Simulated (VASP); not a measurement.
NaI, 2 atoms in the cell. Symmetry: Fm-3m, No. 225, cubic system. The conventional cell has a = 6.473 Å, b = 6.473 Å, c = 6.473 Å, α = 90.00°, β = 90.00°, γ = 90.00°. Around Na (site symmetry m-3m) lie 6 I at 3.24 Å. Around I (site symmetry m-3m) lie 6 Na at 3.24 Å. 

* Program: VASP 6.6.1
* Task: relaxation of cell and atoms
* Functional: PBE
* Potentials or basis: VASP PAW PBE potentials, release 64 (Na, I)
* Cutoff: 300 eV
* k mesh: 4 × 4 × 4
* Occupations: gaussian, width 0.03 eV
* Spin: no spin polarisation
* Further INCAR settings: ALGO = Normal; EDIFF = 1e-06; IBRION = 2; EDIFFG = -0.01; NSW = 90; ISIF = 3

Potentials or basis: VASP PAW PBE potentials, release 64 (Na, I).

Run with:

```console
$ cat potpaw_PBE.64/Na/POTCAR potpaw_PBE.64/I/POTCAR > POTCAR
$ mpirun -np 1 vasp_std > vasp.out
```

Hardware: 1 thread of Intel(R) Xeon(R) 6975P-C (Granite Rapids), with other jobs on the host.

Problem. Estimate the wall time of this run.

Solution. It took 5.5 s on 1 thread of Intel(R) Xeon(R) 6975P-C (Granite Rapids), with other jobs on the host, peak memory 0.15 GiB. Counts: scf iterations 28, k points 8, ion steps 3.
